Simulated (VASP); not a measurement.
Runs of VASP 6.6.1 on ZnS. It takes space group F-43m (No. 216, cubic). Conventional cell: a = 5.444 Å, b = 5.444 Å, c = 5.444 Å, α = 90.00°, β = 90.00°, γ = 90.00°. Around Zn (site symmetry -43m) lie 4 S at 2.36 Å. S (site symmetry -43m) has 4 Zn at 2.36 Å as nearest neighbours. 

```tsv
cell	gap on the mesh (eV)
atoms relaxed from: a relaxed cell with its volume scaled by 0.96	2.19
atoms relaxed from: a relaxed cell with its volume scaled by 0.98	(b)
atoms relaxed	2.01
atoms relaxed from: a relaxed cell with its volume scaled by 1.02	1.92
atoms relaxed from: a relaxed cell with its volume scaled by 0.94	(a)
atoms relaxed from: a relaxed cell with its volume scaled by 1.06	1.76
atoms relaxed from: a relaxed cell with its volume scaled by 1.04	1.84
```

Alike in all rows: task relaxation of the atoms; level PBE; potentials or basis VASP PAW PBE potentials, release 64 (Zn, S); no spin polarisation; k mesh 5 × 5 × 5; cutoff (eV) 300; smearing gaussian 0.03 eV.

Fill in the values left out.

(a) 2.28; (b) 2.09.

Caveats: the relaxation stopped at its first step, so nothing moved.

